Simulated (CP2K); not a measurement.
Crystal: Te.

```
CELL_PARAMETERS angstrom
4.38285 0.00000 0.00000
2.27702 3.74494 0.00000
-0.08219 -0.04622 5.97609
ATOMIC_POSITIONS crystal
Te 0.00000 0.00000 0.00000
Te 0.30945 0.30945 0.33881
Te 0.69055 0.69055 0.66119
```

This isn't the form of Te at room conditions, which is trigonal, of chains.

* Program: CP2K 2026.2
* Task: single point
* Functional: PBEsol
* Potentials or basis: POTENTIAL_UZH Te GTH-PBE-q6; TZVP-MOLOPT-PBE-GTH basis
* Density cutoff: 6123 eV
* k mesh: 7 × 7 × 5
* Occupations: fermi-dirac, width 0.05 eV
* Spin: no spin polarisation

On this cell: pressure -0.2 GPa; largest force 0.289 eV/Å; band gap on the k mesh none (metal or under the smearing width).

The same run follows on a disturbed copy (atoms moved at random, drawn with an rms of 0.05 Å):

```
Te
1.0
     4.38285    0.00000    0.00000
     2.27702    3.74494    0.00000
    -0.08219   -0.04622    5.97609
Te
3
Direct
  0.99910 0.00192 0.00523
  0.31109 0.30452 0.33835
  0.69631 0.68038 0.66251
```

Problem. What does the disturbed cell give?

Solution. The energy (extrapolated to zero smearing) moves by -0.4 meV/atom; pressure -0.3 GPa; largest force 0.290 eV/Å; band gap on the k mesh none (metal or under the smearing width).

Forces in eV/Å, atoms in the order of the input:
```
Te   0.036 -0.026 -0.058
Te   0.199  0.155 -0.051
Te  -0.235 -0.130  0.109
```

Stress tensor (GPa, compression positive):
```
-0.29 -0.12  0.09
-0.12 -0.19  0.10
 0.09  0.10 -0.29
```

Caveats: the potentials were made for another functional, which shifts forces and pressure; the basis of atomic orbitals isn't converged, which shifts pressures, moduli and gaps.
